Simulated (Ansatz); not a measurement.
# Dielectric response of LiF (001) films

Aim: the electronic and static ε of rocksalt LiF (001) from films of several thicknesses in a field.

Method: plane-wave DFT, r2SCAN, Ansatz PAW, in Ansatz 0.2.0.

**1. Starting point**

The cell holds 6 atoms: 3 Li and 3 F. Cell: a = 2.850 Å, b = 2.850 Å, c = 22.030 Å, α = 90.0°, β = 90.0°, γ = 90.0°. It derives from LiF (rocksalt LiF). Vacuum lies along c.

**2. Relaxing the film, 6 atoms, units 3**

The structure is relaxed first, because levels and dipoles at a surface follow the positions of the outer atoms.

input.yaml

```yaml
crystal:
  lattice:
    - [2.84964033, 0.0, 0.0]
    - [0.0, 2.84964033, 0.0]
    - [0.0, 0.0, 22.03]
  atoms:
    - { symbol: Li, position: [0.5, 0.5, 0.4085338175] }
    - { symbol: F, position: [0.0, 0.0, 0.4085338175] }
    - { symbol: Li, position: [0.0, 0.0, 0.5] }
    - { symbol: F, position: [0.5, 0.5, 0.5] }
    - { symbol: Li, position: [0.5, 0.5, 0.5914661825] }
    - { symbol: F, position: [0.0, 0.0, 0.5914661825] }
kpoints:
  mp_grid: { grid: [10, 10, 1] }
hamiltonian:
  xc: r2scan
scf:
  occupations: { method: fixed }
  convergence: { dr2_threshold: 1.0e-09 }
efield:
  axis: 3
  dipole_correction: true
  ramp_position: 0.97
  ramp_width: 0.06
relax:
  f_tol: 0.003
  max_steps: 100
output:
  write_potential: true
  write_density: true
  volumetric_format: npy
```

Command:

```
$ ansatz run input.yaml --threads 4 --pin off --max-ram 12288MiB --backend cpu --events-out ev --progress --plain --runs-dir out
```

Numbers of over 12 decimals in the logs are rounded to 6 here.

Log:

```text
Engine: ansatz 0.2.0, aarch64-unknown-linux-gnu
Pseudopotentials: kind: paw
Pseudopotential: Li, paw, valence charge 3, recommended cutoff 500 eV (meta_gga), Li.paw.azcp
Pseudopotential: F, paw, valence charge 7, recommended cutoff 500 eV (meta_gga), F.paw.azcp
Functional definition: r2SCAN
  parameter k0 = 0.174
  parameter k1 = 0.065
  parameter a1 = 4.9479
  exchange = r2scan_x(k0 = k0, k1 = k1, a1 = a1)
  correlation = r2scan_c
Crystal: 6 atoms, lattice volume = 178.894 Å³
Basis set: ecut = 500 eV, 4561 PW (Γ), exchange–correlation on 96×96×648 points (64 copies of the dense FFT grid, shifted against one another)
Bands: 21, of which v1, the nominal top of the filled ones, is band 15 counted from 1 (14 counted from 0)
Symmetry: 8 space group operations
k-points: 21 of 100
Non-local potential: Li, projectors of the file, l = 0: 3, l = 1: 2, l = 2: 1
Non-local potential: F, projectors of the file, l = 0: 2, l = 1: 2, l = 2: 1
PAW form: soft (Blöchl's): semilocal exchange-correlation on the pseudo side does not see the compensation charge
PAW frozen core: F, regenerated for the run's functional (the file was generated under x = pbe(κ = 0.804, μ = 0.219515), c = pbe(β = 0.066725))
PAW one-centre angular grid: Li, 302 points (default); XC on 327 of its mesh's 2665 points in the sphere
PAW one-centre angular grid: F, 302 points (default); XC on 160 Gauss nodes
Initial density: superposition of atomic densities (neutral atoms: chi_scale 0, normalization atom), corrected by the library's trained network
Initial wavefunctions: pseudopotential atomic-orbital guess
Functional: x = r2scan, c = r2scan; τ floored in thin density (d = 2e-4 eV/Å³)
SCF iter   1: F=—  HF=-3054.377792 eV  |F-HF|=—  |Δ(HF+E_count)|=         —  Δρ=4.90e-3  dr2=4.20e-2  dr2_τ=9.74e-2  ethr=1.77e-3  p=0.000 e·Å  D=1.67e-13 V/Å  ΔV_dip=-0.00 eV  dr2_dipole=5.26e-13  V_vac-E_F(+/−)=8.17/8.17 eV  ⟨swp⟩=5.0  Hψ=1849  notcnv=0  defer=80
efield: sawtooth ramp at fractional position 0.9700 (set: `efield.ramp_position`, or a place that a band, a saddle search or an elastic batch's reference lends), width 0.0600; the density the first Hamiltonian is built on has a dipole p = 0.000 e·Å; the dipole correction subtracts the counter field D = 1.67e-13 V/Å, which shifts the + side's vacuum level by -0.00 eV against the − side's; the planar-averaged density in the ramp window peaks in size at 4.2e-6 e/Å³
preconditioner: auto → none  [insulator: Δε(μ)=7.518 eV  Ē_g=17.528 eV  n_scr=14 (ndim 8)  ℏωp=13.6 eV  f_vac=0.689  ε∞_Penn≈1.6]
SCF iter   2: F=—  HF=-3054.509045 eV  |F-HF|=—  |Δ(HF+E_count)|=   1.31e-1  Δρ=3.09e-3  dr2=4.92e-3  dr2_τ=1.50e-3  ethr=1.40e-4  p=0.000 e·Å  D=5.16e-7 V/Å  ΔV_dip=-0.00 eV  dr2_dipole=5.34e-12  V_vac-E_F(+/−)=7.74/7.74 eV  ⟨swp⟩=3.5  Hψ=995  notcnv=0  defer=84  κ⁻¹=1.0e0(r=1)
SCF iter   3: F=—  HF=-3054.508439 eV  |F-HF|=—  |Δ(HF+E_count)|=   6.06e-4  Δρ=8.67e-4  dr2=7.46e-4  dr2_τ=1.11e-4  ethr=1.64e-5  p=-0.000 e·Å  D=-9.02e-7 V/Å  ΔV_dip=0.00 eV  dr2_dipole=5.78e-13  V_vac-E_F(+/−)=7.76/7.76 eV  ⟨swp⟩=2.9  Hψ=725  notcnv=0  defer=84  κ⁻¹=1.4e-2(r=2)
SCF iter   4: F=—  HF=-3054.508426 eV  |F-HF|=—  |Δ(HF+E_count)|=   1.28e-5  Δρ=4.42e-4  dr2=1.02e-4  dr2_τ=2.42e-5  ethr=2.49e-6  p=-0.000 e·Å  D=-3.40e-7 V/Å  ΔV_dip=0.00 eV  dr2_dipole=2.77e-13  V_vac-E_F(+/−)=7.71/7.71 eV  ⟨swp⟩=3.2  Hψ=659  notcnv=0  defer=84  κ⁻¹=1.9e-3(r=3)
SCF iter   5: F=—  HF=-3054.508457 eV  |F-HF|=—  |Δ(HF+E_count)|=   3.11e-5  Δρ=2.75e-5  dr2=6.61e-7  dr2_τ=1.38e-7  ethr=3.40e-7  p=0.000 e·Å  D=3.19e-7 V/Å  ΔV_dip=-0.00 eV  dr2_dipole=2.65e-15  V_vac-E_F(+/−)=7.68/7.68 eV  ⟨swp⟩=3.5  Hψ=662  notcnv=0  defer=84  κ⁻¹=3.7e-5(r=4)
SCF iter   6: F=—  HF=-3054.508532 eV  |F-HF|=—  |Δ(HF+E_count)|=   7.49e-5  Δρ=9.84e-6  dr2=6.92e-8  dr2_τ=1.76e-8  ethr=2.20e-9  p=0.000 e·Å  D=2.93e-7 V/Å  ΔV_dip=-0.00 eV  dr2_dipole=1.70e-13  V_vac-E_F(+/−)=7.68/7.68 eV  ⟨swp⟩=2.0  Hψ=691  notcnv=0  defer=78  κ⁻¹=1.0e-6(r=5)
SCF iter   7: F=—  HF=-3054.508533 eV  |F-HF|=—  |Δ(HF+E_count)|=   2.60e-7  Δρ=2.49e-6  dr2=3.80e-9  dr2_τ=1.30e-9  ethr=2.31e-10  p=-0.000 e·Å  D=-1.21e-7 V/Å  ΔV_dip=0.00 eV  dr2_dipole=2.67e-14  V_vac-E_F(+/−)=7.68/7.68 eV  ⟨swp⟩=2.4  Hψ=701  notcnv=0  defer=76  κ⁻¹=1.1e-7(r=6)
SCF iter   8: F=-3054.508533 eV  HF=-3054.508533 eV  |F-HF|=1.86e-10  |Δ(HF+E_count)|=   2.29e-8  Δρ=6.38e-7  dr2=1.79e-10  dr2_τ=5.87e-11  ethr=3.33e-12  p=-0.000 e·Å  D=-1.10e-8 V/Å  ΔV_dip=0.00 eV  dr2_dipole=9.28e-17  V_vac-E_F(+/−)=7.68/7.68 eV  ⟨swp⟩=7.0  Hψ=2160  notcnv=0
SCF 1 converged in 8 iterations: F = -3054.508533 eV  dr2 = 1.79e-10
  greatest PAW one-centre occupation: 0.999 electrons in one spin orbital (limit 2), on the Li atom at site 2 (counted from 0), in its partial waves of l = 0
relax step   1: F+E_penalty+E_count = -3054.50853257 eV  Δ(F+E_penalty+E_count) = +0.000e0 eV  max|allowed force component| = 3.519e-1 eV/Å  Δτ_max = 0.0000 Å  (8 SCF iters, accepted)
Initial density: handed on by an earlier stage of this run
Initial wavefunctions: those handed on with the density
iter 1 solved again at ethr=1.30e-5 eV; its pass at ethr=3.10e-3 eV (dr2=3.90e-3 eV) is discarded
SCF iter   1: F=—  HF=-3054.518237 eV  |F-HF|=—  |Δ(HF+E_count)|=         —  Δρ=5.25e-4  dr2=3.93e-3  dr2_τ=1.74e-2  ethr=1.30e-5  p=-0.000 e·Å  D=-1.10e-8 V/Å  ΔV_dip=0.00 eV  dr2_dipole=1.99e-13  V_vac-E_F(+/−)=7.71/7.71 eV  ⟨swp⟩=2.5  Hψ=1756  notcnv=0  defer=84
efield: sawtooth ramp at fractional position 0.9700 (set: `efield.ramp_position`, or a place that a band, a saddle search or an elastic batch's reference lends), width 0.0600; the density the first Hamiltonian is built on has a dipole p = -0.000 e·Å; the dipole correction subtracts the counter field D = -1.10e-8 V/Å, which shifts the + side's vacuum level by +0.00 eV against the − side's; the planar-averaged density in the ramp window peaks in size at 1.0e-7 e/Å³
preconditioner: auto → none  [insulator: Δε(μ)=7.658 eV  Ē_g=17.434 eV  n_scr=14 (ndim 8)  ℏωp=13.6 eV  f_vac=0.690  ε∞_Penn≈1.6]
SCF iter   2: F=—  HF=-3054.525173 eV  |F-HF|=—  |Δ(HF+E_count)|=   6.94e-3  Δρ=4.29e-4  dr2=2.93e-4  dr2_τ=2.16e-5  ethr=1.30e-5  p=0.000 e·Å  D=3.07e-7 V/Å  ΔV_dip=-0.00 eV  dr2_dipole=9.73e-16  V_vac-E_F(+/−)=7.88/7.88 eV  ⟨swp⟩=4.2  Hψ=790  notcnv=0  defer=84  κ⁻¹=1.0e0(r=1)
SCF iter   3: F=—  HF=-3054.525371 eV  |F-HF|=—  |Δ(HF+E_count)|=   1.98e-4  Δρ=1.77e-4  dr2=4.17e-5  dr2_τ=3.75e-6  ethr=9.77e-7  p=0.000 e·Å  D=3.30e-7 V/Å  ΔV_dip=-0.00 eV  dr2_dipole=2.09e-15  V_vac-E_F(+/−)=7.94/7.94 eV  ⟨swp⟩=3.3  Hψ=759  notcnv=0  defer=84  κ⁻¹=1.4e-2(r=2)
[...]
relax step   4: F+E_penalty+E_count = -3054.53196619 eV  Δ(F+E_penalty+E_count) = -7.716e-4 eV  max|allowed force component| = 3.836e-3 eV/Å  Δτ_max = 0.0152 Å  (8 SCF iters, accepted)
SCF iter   1: F=—  HF=-3054.531888 eV  |F-HF|=—  |Δ(HF+E_count)|=         —  Δρ=1.50e-5  dr2=5.30e-7  dr2_τ=3.05e-6  ethr=8.70e-8  p=-0.000 e·Å  D=-4.12e-9 V/Å  ΔV_dip=0.00 eV  dr2_dipole=1.50e-13  V_vac-E_F(+/−)=8.07/8.07 eV  ⟨swp⟩=2.0  Hψ=993  notcnv=0  defer=84
efield: sawtooth ramp at fractional position 0.9700 (set: `efield.ramp_position`, or a place that a band, a saddle search or an elastic batch's reference lends), width 0.0600; the density the first Hamiltonian is built on has a dipole p = -0.000 e·Å; the dipole correction subtracts the counter field D = -4.12e-9 V/Å, which shifts the + side's vacuum level by +0.00 eV against the − side's; the planar-averaged density in the ramp window peaks in size at 4.9e-6 e/Å³
preconditioner: auto → none  [insulator: Δε(μ)=7.680 eV  Ē_g=17.592 eV  n_scr=14 (ndim 8)  ℏωp=13.6 eV  f_vac=0.692  ε∞_Penn≈1.6]
SCF iter   2: F=—  HF=-3054.531969 eV  |F-HF|=—  |Δ(HF+E_count)|=   8.08e-5  Δρ=9.03e-6  dr2=1.39e-7  dr2_τ=6.34e-9  ethr=1.77e-9  p=0.000 e·Å  D=2.72e-7 V/Å  ΔV_dip=-0.00 eV  dr2_dipole=1.05e-14  V_vac-E_F(+/−)=8.07/8.07 eV  ⟨swp⟩=2.0  Hψ=925  notcnv=0  defer=45  κ⁻¹=1.0e0(r=1)
SCF iter   3: F=—  HF=-3054.531969 eV  |F-HF|=—  |Δ(HF+E_count)|=   1.44e-7  Δρ=3.92e-6  dr2=1.85e-8  dr2_τ=2.72e-9  ethr=4.64e-10  p=0.000 e·Å  D=3.69e-7 V/Å  ΔV_dip=-0.00 eV  dr2_dipole=2.09e-13  V_vac-E_F(+/−)=8.07/8.07 eV  ⟨swp⟩=2.3  Hψ=556  notcnv=0  defer=64  κ⁻¹=2.4e-2(r=2)
SCF iter   4: F=—  HF=-3054.531969 eV  |F-HF|=—  |Δ(HF+E_count)|=   2.43e-8  Δρ=1.60e-6  dr2=2.20e-9  dr2_τ=3.66e-10  ethr=6.15e-11  p=-0.000 e·Å  D=-4.04e-8 V/Å  ΔV_dip=0.00 eV  dr2_dipole=1.53e-14  V_vac-E_F(+/−)=8.07/8.07 eV  ⟨swp⟩=2.3  Hψ=601  notcnv=0  defer=74  κ⁻¹=5.1e-3(r=3)
SCF iter   5: F=-3054.531969 eV  HF=-3054.531969 eV  |F-HF|=6.37e-12  |Δ(HF+E_count)|=   2.14e-9  Δρ=4.32e-7  dr2=1.36e-10  dr2_τ=1.51e-11  ethr=3.33e-12  p=0.000 e·Å  D=2.02e-9 V/Å  ΔV_dip=-0.00 eV  dr2_dipole=4.05e-15  V_vac-E_F(+/−)=8.07/8.07 eV  ⟨swp⟩=7.0  Hψ=2074  notcnv=0
SCF 5 converged in 5 iterations: F = -3054.531969 eV  dr2 = 1.36e-10
relax step   5: F+E_penalty+E_count = -3054.53196867 eV  Δ(F+E_penalty+E_count) = -2.485e-6 eV  max|allowed force component| = 1.202e-4 eV/Å  Δτ_max = 0.0007 Å  (5 SCF iters, accepted)
NSCF: frozen V_eff on 21 k-points
the band table was solved once a step of the walk had ended and its energy, with any forces and stress, was formed, with the checks that follow a solve (3495 applications of the Hamiltonian). They found nothing against the state; the energy, forces and stress were not computed again (output.eigenvalues in the input reference)
iter 1 solved again at ethr=1.00e-12 eV; its pass at ethr=3.10e-3 eV (dr2=1.35e-10 eV) is discarded
SCF iter   1: F=—  HF=-3054.531969 eV  |F-HF|=—  |Δ(HF+E_count)|=         —  Δρ=4.32e-7  dr2=1.36e-10  dr2_τ=1.51e-11  ethr=1.00e-12  p=0.000 e·Å  D=2.02e-9 V/Å  ΔV_dip=-0.00 eV  dr2_dipole=4.07e-15  V_vac-E_F(+/−)=8.07/8.07 eV  ⟨swp⟩=1.4  Hψ=2117  notcnv=0
efield: sawtooth ramp at fractional position 0.9700 (kept from the solve that this one continues, or follows in the run), width 0.0600; the density the first Hamiltonian is built on has a dipole p = 0.000 e·Å; the dipole correction subtracts the counter field D = 2.02e-9 V/Å, which shifts the + side's vacuum level by -0.00 eV against the − side's; the planar-averaged density in the ramp window peaks in size at 4.9e-6 e/Å³
preconditioner: auto → none  [insulator: Δε(μ)=7.684 eV  Ē_g=17.588 eV  n_scr=14 (ndim 8)  ℏωp=13.6 eV  f_vac=0.692  ε∞_Penn≈1.6]
SCF iter   2: F=-3054.531969 eV  HF=-3054.531969 eV  |F-HF|=3.18e-11  |Δ(HF+E_count)|=  3.18e-11  Δρ=1.90e-7  dr2=2.68e-11  dr2_τ=3.67e-12  ethr=1.00e-12  p=0.000 e·Å  D=4.74e-8 V/Å  ΔV_dip=-0.00 eV  dr2_dipole=4.83e-18  V_vac-E_F(+/−)=8.07/8.07 eV  ⟨swp⟩=5.5  Hψ=1696  notcnv=0
SCF 6 converged in 2 iterations: F = -3054.531969 eV  dr2 = 2.68e-11
NSCF: frozen V_eff on 21 k-points
the band table was solved once a step of the walk had ended and its energy, with any forces and stress, was formed, with the checks that follow a solve (2676 applications of the Hamiltonian). They found nothing against the state; the energy, forces and stress were not computed again (output.eigenvalues in the input reference)
WARN: The output density's exchange-correlation potential varies sharply where the density is thin. Do not read a vacuum level from v_tot or v_xc, or from such a field of the output density. On a cell that repeats whose density bears no net charge and no dipole along the vacuum's axis use v_es (v_loc + v_h of the components); under efield.dipole_correction with no amplitude use v_es + v_field, which holds any externa [...]
SCF converged after 2 iterations
Stability not checked: this state was not tested for a lower state beside it, because the mixer in use, unlike msr1, does not test its closes by its own steps (another_mixer; see scf.mixing.algorithm and scf.lower_state_search)
Free energy (F): -3054.531969 eV
Harris-Foulkes:  -3054.531969 eV  (|F-HF|=3.18e-11)
Internal energy: -3054.531969 eV  (E = F + TS)
E sigma→0 (E₀):  -3054.531969 eV
Fermi energy:    -5.735093 eV
Dipole field:    D = 0.000000 V/Å  (p = 0.000000 e·Å, saw-weighted, corrected)
Work function:   Φ+ = 8.0682 eV   Φ− = 8.0682 eV
Levels:          The Fermi level and band energies are counted from a zero that moves with the ramp; work functions are not
--- Per-component energies (eV) ---
  E_band       = -566.971414
  E_kinetic    = 694.980560
  E_local      = -22166.771483  (includes V_loc(G=0)·N_el)
  E_nonlocal   = 118.747673
  E_hartree    = 10706.188055
  E_xc         = -272.512141
  E_vxc        = -399.309000  (∫ρ·V_xc dr)
  E_paw        = -674.923448  (= ΣΔE_a)
  E_vpaw       = -256.515784  (= ΣTr[D̂ρ^β])
  E_aug_tail   = 0.002774  (compensation charges beyond the density's cutoff)
  E_vtau       = 29.517890  (kinetic-family band-sum trace: ∫τ·v_τ [+ j·A + Jᵃ·Aᵃ] dr)
  E_efield     = 0.000000  (sawtooth field / dipole correction)
  E_vefield    = 0.000000  (∫n·V_field dr)
  E_ewald      = 8539.850216
  E_core_change = -0.094175  (= ΣΔE_core)
  E_smearing   = -0.000000  (= −TS)
  E_closure    = 0.000000  (closes the sum)
  Σ components = -3054.531969   (vs F -3054.531969, Δ=0.00e0)
--- Forces (eV/Å), atoms counted from 1 ---
  atom   1  Li     0.00000000     0.00000000     0.00003597
  atom   2  F      0.00000000     0.00000000    -0.00011794
  atom   3  Li     0.00000000     0.00000000    -0.00000034
  atom   4  F      0.00000000     0.00000000     0.00000039
  atom   5  Li     0.00000000     0.00000000    -0.00003632
  atom   6  F      0.00000000     0.00000000     0.00011825
  max |Σ_I F_I| component: 2.52e-9 eV/Å
--- Band table (eV; the first three rows and the last of 21) ---
  k-point 0: bands = [... 11 lower, -6.0092, -6.0092, -5.8013, -5.8013, 1.9491, 2.0126, 2.6525, 3.3781, ... 2 higher]
  k-point 1: bands = [... 11 lower, -5.9839, -5.9521, -5.9185, -5.7914, 2.1348, 2.1860, 2.8386, 3.5565, ... 2 higher]
  k-point 2: bands = [... 11 lower, -6.2208, -5.9292, -5.9167, -5.7684, 2.6786, 2.6999, 3.3915, 4.0874, ... 2 higher]
  k-point 20: bands = [... 11 lower, -6.9872, -6.9537, -6.2009, -6.0934, 9.5988, 9.6124, 10.1713, 10.1713, ... 2 higher]
--- Relaxed structure (5 steps of the walk, 5 accepted, 0 SCFs on fresh bases) ---
  F+E_penalty+E_count = -3054.53196867 eV   max|allowed force component| = 1.202e-4 eV/Å
  atoms:
    - { symbol: Li, position: [0.5, 0.5, 0.411918] }
    - { symbol: F, position: [0, 0.0, 0.409269] }
    - { symbol: Li, position: [0, 0.0, 0.500000] }
    - { symbol: F, position: [0.5, 0.5, 0.500000] }
    - { symbol: Li, position: [0.5, 0.5, 0.588082] }
    - { symbol: F, position: [0, 0.0, 0.590731] }
```

The job ended after 24 s (4 threads of Arm Neoverse V1, shared host; peak memory 0.78 GiB).

The steps of the relaxation:

```csv
step,energy less that of the first step (eV),largest force component (eV/Å)
1,0.0000,0.3519
2,-0.0170,0.1491
3,-0.0227,0.0396
4,-0.0234,0.0038
5,-0.0234,0.0001
```

The run keeps the 8 symmetry operations that it works with, so distortions that break them were not tested.

The atoms that moved most (Å):

```csv
atom,dx,dy,dz,length
Li1,0.000,0.000,0.075,0.075
Li5,0.000,0.000,-0.075,0.075
F6,0.000,0.000,-0.016,0.016
F2,0.000,0.000,0.016,0.016
```

The relaxed structure:

```cif
data_structure
_symmetry_space_group_name_H-M 'P 1'
_symmetry_Int_Tables_number 1
_cell_length_a 2.8496
_cell_length_b 2.8496
_cell_length_c 22.0300
_cell_angle_alpha 90.000
_cell_angle_beta 90.000
_cell_angle_gamma 90.000
_cell_volume 178.89
loop_
_atom_site_label
_atom_site_type_symbol
_atom_site_fract_x
_atom_site_fract_y
_atom_site_fract_z
_atom_site_occupancy
Li1 Li 0.50000 0.50000 0.41192 1
F2 F 0.00000 0.00000 0.40927 1
Li3 Li 0.00000 0.00000 0.50000 1
F4 F 0.50000 0.50000 0.50000 1
Li5 Li 0.50000 0.50000 0.58808 1
F6 F 0.00000 0.00000 0.59073 1
```

Numbers from this step:

* gap on the k-mesh: 7.684 eV
* dipole along the normal: 4.99e-8 e·Å
* ionisation energy, upper face: 8.068 eV
* electron affinity, upper face: 0.3840 eV

Running mean over 2.015 Å of the planar mean; the ramp of the sawtooth is left out. Table of electron's electrostatic potential energy less the highest filled level by z:

```csv
z (Å),electron's electrostatic potential energy less the highest filled level (eV)
3,8.07
4,8.07
5,8.07
6,8.07
7,7.97
8,4.94
9,1.46
10,0.996
11,1.16
12,0.990
13,1.44
14,4.75
15,7.96
16,8.06
17,8.07
18,8.07
19,8.07
```

The relaxation took 5 steps and lowered the energy by 0.023 eV; the largest force on the free atoms ends at 1.2e-4 eV/Å.

The gap is 7.68 eV, with the valence edge 8.07 eV and the conduction edge 0.38 eV under the upper vacuum level.

**3. Single point on the relaxed film, 6 atoms, units 3**

The film was relaxed beforehand; a single point on the relaxed positions gives its levels and potential.

input.yaml, the sections that differ from step 2:

```yaml
crystal:
  lattice:
    - [2.84964033, 0.0, 0.0]
    - [0.0, 2.84964033, 0.0]
    - [0.0, 0.0, 22.03]
  atoms:
    - { symbol: Li, position: [0.5, 0.5, 0.4119179558] }
    - { symbol: F, position: [0.0, 0.0, 0.4092691628] }
    - { symbol: Li, position: [0.0, 0.0, 0.5000000012] }
    - { symbol: F, position: [0.5, 0.5, 0.4999999989] }
    - { symbol: Li, position: [0.5, 0.5, 0.5880820451] }
    - { symbol: F, position: [0.0, 0.0, 0.5907308362] }
output:
  eigenvalues: true
  write_potential: true
  write_density: true
  volumetric_format: npy
# kpoints, hamiltonian, scf, efield: as in step 2
# relax: removed
```

Log:

```text
[...]
Crystal: 6 atoms, lattice volume = 178.894 Å³
Basis set: ecut = 500 eV, 4561 PW (Γ), exchange–correlation on 96×96×648 points (64 copies of the dense FFT grid, shifted against one another)
Bands: 21, of which v1, the nominal top of the filled ones, is band 15 counted from 1 (14 counted from 0)
Symmetry: 8 space group operations
k-points: 21 of 100
[...]
SCF iter   1: F=—  HF=-3054.397363 eV  |F-HF|=—  |Δ(HF+E_count)|=         —  Δρ=4.82e-3  dr2=3.93e-2  dr2_τ=9.93e-2  ethr=1.77e-3  p=0.000 e·Å  D=4.80e-8 V/Å  ΔV_dip=-0.00 eV  dr2_dipole=4.78e-14  V_vac-E_F(+/−)=8.48/8.48 eV  ⟨swp⟩=5.0  Hψ=1893  notcnv=0  defer=73
[...]
SCF iter   8: F=-3054.531969 eV  HF=-3054.531969 eV  |F-HF|=1.20e-10  |Δ(HF+E_count)|=   2.36e-8  Δρ=4.40e-7  dr2=8.58e-11  dr2_τ=2.68e-11  ethr=3.33e-12  p=0.000 e·Å  D=2.73e-8 V/Å  ΔV_dip=-0.00 eV  dr2_dipole=7.54e-16  V_vac-E_F(+/−)=8.07/8.07 eV  ⟨swp⟩=11.8  Hψ=2284  notcnv=0
SCF 1 converged in 8 iterations: F = -3054.531969 eV  dr2 = 8.58e-11
[...]
SCF converged after 8 iterations
[...]
Free energy (F): -3054.531969 eV
[...]
Internal energy: -3054.531969 eV  (E = F + TS)
E sigma→0 (E₀):  -3054.531969 eV
Fermi energy:    -5.735091 eV
Dipole field:    D = 0.000000 V/Å  (p = 0.000000 e·Å, saw-weighted, corrected)
Work function:   Φ+ = 8.0682 eV   Φ− = 8.0682 eV
[...]
--- Band table (eV; the first three rows and the last of 21) ---
  k-point 0: bands = [... 11 lower, -6.0092, -6.0092, -5.8013, -5.8013, 1.9491, 2.0126, 2.6529, 3.3782, ... 2 higher]
  k-point 1: bands = [... 11 lower, -5.9839, -5.9521, -5.9185, -5.7914, 2.1348, 2.1861, 2.8390, 3.5567, ... 2 higher]
  k-point 2: bands = [... 11 lower, -6.2208, -5.9292, -5.9167, -5.7684, 2.6787, 2.7000, 3.3918, 4.0875, ... 2 higher]
  k-point 20: bands = [... 11 lower, -6.9872, -6.9537, -6.2009, -6.0934, 9.5988, 9.6125, 10.1713, 10.1713, ... 2 higher]
```

It took 6.3 s on 4 threads; peak memory 0.73 GiB.

Numbers from this step:

| Quantity | Value |
| --- | --- |
| dipole along the normal | 6.56e-8 e·Å |

Running mean over 2.015 Å of the planar mean; the ramp of the sawtooth is left out. Table of electron's electrostatic potential energy less the highest filled level by z:

```csv
z (Å),electron's electrostatic potential energy less the highest filled level (eV)
3.0,8.07
3.5,8.07
4.0,8.07
4.5,8.07
5.0,8.07
5.5,8.07
6.0,8.07
6.5,8.05
7.0,7.97
7.5,7.46
8.0,4.94
8.5,2.20
9.0,1.46
9.5,1.22
10.0,0.996
10.5,1.07
11.0,1.16
11.5,1.08
12.0,0.990
12.5,1.20
13.0,1.44
13.5,2.10
14.0,4.75
14.5,7.37
15.0,7.96
15.5,8.05
16.0,8.06
16.5,8.07
17.0,8.07
17.5,8.07
18.0,8.07
18.5,8.07
19.0,8.07
```

The gap is 7.68 eV, with the valence edge 8.07 eV and the conduction edge 0.38 eV under the upper vacuum level.

(Continued in part 2 of 4.)

[Logs are printed without paths, hosts, clocks, repeated set-up lines and the standing remarks that a program may print on its own settings, such as how far it seeks lower states.]

[Hosts, paths, dates, database ids (printed as entryN), source tags and the programs' standing remarks are cut or masked in the printed files.]

[Maps of the electrostatic potential energy from Ansatz leave out the sawtooth potential of an applied field or a dipole correction, so their vacuum need not be flat; planar profiles and work functions include it.]
